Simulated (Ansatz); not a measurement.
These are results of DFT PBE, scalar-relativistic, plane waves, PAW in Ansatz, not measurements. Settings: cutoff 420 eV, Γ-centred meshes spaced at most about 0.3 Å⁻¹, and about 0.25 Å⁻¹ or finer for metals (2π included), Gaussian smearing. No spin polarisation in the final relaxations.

These are static total energies at zero pressure.

Compare these two cells of InGa3P4, each relaxed at this level.

A.

```yaml
crystal:
  lattice:
    - [3.73009, 0.00000, 0.00000]
    - [0.00000, 3.73009, 0.00000]
    - [0.00000, 0.00000, 10.52420]
  atoms:
    - { symbol: In, position: [0.50000, 0.50000, 0.50000] }
    - { symbol: Ga, position: [0.00000, 0.00000, 0.75538] }
    - { symbol: Ga, position: [0.00000, 0.00000, 0.24462] }
    - { symbol: Ga, position: [0.50000, 0.50000, 0.00000] }
    - { symbol: P, position: [0.00000, 0.00000, 0.50000] }
    - { symbol: P, position: [0.50000, 0.50000, 0.23712] }
    - { symbol: P, position: [0.00000, 0.00000, 0.00000] }
    - { symbol: P, position: [0.50000, 0.50000, 0.76288] }
```

B.

```yaml
crystal:
  lattice:
    - [-2.81022, 2.81022, 5.61011]
    - [2.81022, -2.81022, 5.61011]
    - [2.81022, 2.81022, -5.61011]
  atoms:
    - { symbol: In, position: [0.50000, 0.50000, 0.00000] }
    - { symbol: Ga, position: [0.75000, 0.25000, 0.50000] }
    - { symbol: Ga, position: [0.00000, 0.00000, 0.00000] }
    - { symbol: Ga, position: [0.25000, 0.75000, 0.50000] }
    - { symbol: P, position: [0.10673, 0.63296, 0.00000] }
    - { symbol: P, position: [0.36704, 0.36704, 0.47377] }
    - { symbol: P, position: [0.63296, 0.10673, 0.00000] }
    - { symbol: P, position: [0.89327, 0.89327, 0.52623] }
```

Problem. Which is lower in energy, and by how much?

Solution. B is lower, by 0.38 eV/atom. A has In and Ga ordered on rock salt sites, space group P4/mmm (No. 123), 18.3 Å³/atom and no gap on its mesh; B has In and Ga ordered on zinc blende sites, space group I-42m (No. 121), 22.2 Å³/atom and a gap of 1.16 eV. Counting P atoms around Ga and In (those within 1.25 times the shortest such distance or 1.15 times the sum of covalent radii, 1.27 where that leaves under three), A has In 6, Ga 6 and B has In 4, Ga 4. The lower one is the more open, so pressure narrows the difference. In A, In is surrounded by 6 P at 2.64–2.77 Å; Ga on a site of symmetry 4mm has 6 P at 2.57–2.69 Å; P on a site of symmetry 4/mmm is surrounded by 4 In at 2.64 Å and 2 Ga at 2.69 Å; 3 more sites not described. In B, In is surrounded by 4 P at 2.55 Å; Ga on a site of symmetry -4 has 4 P at 2.40 Å; P has 3 Ga at 2.38–2.40 Å and 1 In at 2.55 Å; 1 more site not described. Both come from invented guesses.

Kohn–Sham gaps at this level usually fall short of measured ones. Cells relaxed within their symmetry can be saddle points.

The preference for B follows from the bonding expected of a III–V phosphide. With an average of four valence electrons per atom, tetrahedral coordination lets sp³ orbitals form two-electron bonds, filling the bonding states and leaving the antibonding ones empty, consistent with the gap in B. Six-fold coordination in A spreads the same electrons over more, longer contacts. The ionic contribution is too modest in these phosphides to repay that loss of directional bonding, although the denser packing saves volume.

B also accommodates the size difference between the cations better. Its In–P bonds are 2.55 Å and its Ga–P bonds 2.40–2.38 Å, so each pair stays near its usual length as P shifts off the ideal site, mainly at the cost of bending bond angles. In A the In–P and Ga–P ranges overlap, which suggests some additional size-mismatch strain, probably secondary to the change in coordination. The comparison favours tetrahedral over octahedral bonding, but does not establish that ordered B is stable against separation into GaP and InP.
